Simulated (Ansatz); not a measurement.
The system is Hf.

```
CELL_PARAMETERS angstrom
4.96233 0.00000 0.00000
-2.48116 4.29750 0.00000
0.00000 0.00000 3.08623
ATOMIC_POSITIONS crystal
Hf 0.00000 0.00000 0.00000
Hf 0.33333 0.66667 0.50000
Hf 0.66667 0.33333 0.50000
```

This isn't the form of Hf at room conditions, which is hcp.

A run of Ansatz 0.2.0 on this cell left the log below. Logs are shortened: lines on timing, memory, paths and dates and some standing lists are left out, and cuts for length are marked.

```text
Warning: RAYON_NUM_THREADS=2 ignored (pool sized by the plan → 2); use --threads N
Engine: ansatz 0.2.0, x86_64-unknown-linux-gnu
Pseudopotentials: kind: paw
Pseudopotential: Hf, paw, valence charge 26, recommended cutoff 420 eV (normal), Hf.paw.azcp
Functional definition: PBEsol
  exchange = pbesol_x
  correlation = pbesol_c
Crystal: 3 atoms, lattice volume = 65.816 Å³
Basis set: ecut = 420 eV, 1301 PW (Γ), exchange–correlation on 72×72×48 points (8 copies of the dense FFT grid, shifted against one another)
Bands: 47, of which v1, the nominal top of the filled ones, is band 39 counted from 1 (38 counted from 0)
Symmetry: 24 space group operations
Space group: P6/mmm (ITA 191), of the structure as read, at distance tolerance 4.0e-5 Å
k-points: 35 of 288
Non-local potential: Hf, projectors of the file, l = 0: 3, l = 1: 2, l = 2: 2, l = 3: 3
PAW form: soft (Blöchl's): semilocal exchange-correlation on the pseudo side does not see the compensation charge
PAW frozen core: Hf, regenerated for the run's functional, and the local potential with it (the file was generated under x = pbe(κ = 0.804, μ = 0.2195149727645171), c = pbe(β = 0.06672455060314922))
PAW one-centre angular grid: Hf, 590 points (default); XC on 64 Gauss nodes
Initial density: superposition of atomic densities (neutral atoms: chi_scale 0, normalization atom), corrected by the library's trained network
Initial wavefunctions: pseudopotential atomic-orbital guess
Functional: x = pbesol(κ = 0.804, μ = 0.12345679012345678), c = pbesol(β = 0.046)
SCF iter   1: F=—  HF=-46794.010557 eV  |F-HF|=—  |Δ(HF+E_count)|=         —  Δρ=1.16e-2  dr2=2.60e-1  ethr=1.77e-3  ⟨swp⟩=4.7  Hψ=4928  notcnv=0  defer=3
preconditioner: auto → Kerker (q_TF=auto, 2.807 Å⁻¹)  [metal: Δε(μ)=0.080 eV  Ē_g=17.194 eV  σ=0.050 eV  W_gap=0.34  n_scr=26 (ndim 8)  ℏωp=38.8 eV  f_vac=0.000  D(μ)=2.56/eV (n_scr^D=26)]
SCF iter   2: F=—  HF=-46793.975481 eV  |F-HF|=—  |Δ(HF+E_count)|=   3.51e-2  Δρ=4.58e-3  dr2=2.97e-2  ethr=3.34e-4  ⟨swp⟩=2.0  Hψ=2116  notcnv=0  defer=50
[... 129 lines left out ...]
  k-point 34: bands = ["-41.8520", "-41.5267", "-41.5267", "-10.9047", "-10.6822", "-10.6822", "-10.4556", "-10.3636", "-10.3636", "-10.2271", "-10.2271", "-9.7837", "8.1213", "8.1234", "8.1575", "8.1581", "8.1581", "8.2019", "8.2019", "8.4249", "8.4249", "8.4298", "8.4543", "8.4543", "8.4612", "8.4663", "8.4663", "8.4712", "8.4712", "8.4855", "8.4999", "8.4999", "8.5019", "16.5633", "17.9562", "17.9562", "18.7745", "18.7745", "18.8949", "20.7131", "20.7131", "21.1514", "21.1514", "22.9674", "23.2540", "24.7011", "26.7392"]
--- Elastic constants: 3 strain directions × 2 members + reference (group order 24) ---
  dense FFT box of the reference and of every strained cell: 36×36×24
  strains applied: 11, 33, 23; error gains: componentwise 1.00 (the most a stress slope's error grows in a printed constant), spectral 1.41 (1 for all six strains in a standard setting)
  C = ∂σ_k/∂η_j (tension-positive GPa; Voigt order 11 22 33 23 13 12):
       189.581     77.718     42.738      0.000      0.000      0.000
        77.718    189.581     42.738      0.000      0.000      0.000
        43.151     43.151    238.915      0.000      0.000      0.000
         0.000      0.000      0.000     51.489     -0.000      0.000
         0.000      0.000      0.000     -0.000     51.489      0.000
        -0.000      0.000      0.000      0.000      0.000     55.932
  reference stress σ⁰ (GPa):      2.801      2.801      2.401     -0.000     -0.000      0.000
  C* (energy form; C + prestress term) asymmetry max|C*_kj − C*_jk| = 1.317e-2 GPa — a small one proves nothing (zero by symmetry where the batch's group is 432, −43m or m−3m); a large one is finite-difference/SCF noise where every solve meets its electron count
  moduli (Voigt/Reuss/Hill, GPa): K = 105.03/104.95/104.99   G = 62.08/58.77/60.43   E = 152.10   ν = 0.259
  mechanically stable: yes (min eigenvalue of sym C = 51.49 GPa)
  strain η (Voigt 11):  stress-route row diagonal C_11 = 189.58 GPa, energy-path curvature d²(F+E_count+ΔE)/dδ²/Ω₀ = 189.60 GPa
         δ    σ_11 (GPa)             F (eV)   n_scf  n_hpsi   n_pw
    -2.000e-3       2.4197      -46793.9706117      10   71837   1301
     2.000e-3       3.1780      -46793.9660083       7   58007   1312
  strain η (Voigt 33):  stress-route row diagonal C_33 = 238.92 GPa, energy-path curvature d²(F+E_count+ΔE)/dδ²/Ω₀ = 238.94 GPa
         δ    σ_33 (GPa)             F (eV)   n_scf  n_hpsi   n_pw
    -2.000e-3       1.9196      -46793.9702424      11   45907   1294
     2.000e-3       2.8752      -46793.9662957       8   32512   1304
  strain η (Voigt 23):  stress-route row diagonal C_44 = 51.49 GPa, energy-path curvature d²(F+E_count+ΔE)/dδ²/Ω₀ = 50.27 GPa
         δ    σ_23 (GPa)             F (eV)   n_scf  n_hpsi   n_pw
    -2.000e-3      -0.1030      -46793.9684238       8   79282   1302
     2.000e-3       0.1030      -46793.9684238       7   89701   1302
```

Problem. What input gives this log?

Solution. Elastic constants with PBEsol, no spin polarisation. The files as run (others can give the same):

input.yaml
```yaml
crystal:
  lattice:
    - [4.962329544, 0.0, 0.0]
    - [-2.481164772, 4.297503447, 0.0]
    - [0.0, 0.0, 3.08623225]
  atoms:
    - { symbol: Hf, position: [0.0, 0.0, 0.0] }
    - { symbol: Hf, position: [0.3333333333, 0.6666666667, 0.5] }
    - { symbol: Hf, position: [0.6666666667, 0.3333333333, 0.5] }
hamiltonian:
  xc: pbesol
  pseudopotentials: { kind: paw }
kpoints:
  mp_grid: { grid: [6, 6, 8] }
scf:
  occupations: { method: fermi_dirac, width: 0.05 }
output:
  forces: true
  stress: true
elastic:
  mode: clamped_ion
  stencil: two_point
```

Potentials or basis: Ansatz PAW.
The run is started by
```console
$ ansatz run input.yaml --threads 2 --pin off --max-ram 5632MiB --backend cpu --events-out ev --progress --plain --runs-dir out
```

Caveat: elastic constants of metals need much finer meshes, so these are rough; the PAW data sets come from PBE, with cores solved anew for the run's functional, which leaves a small shift of forces and pressure.
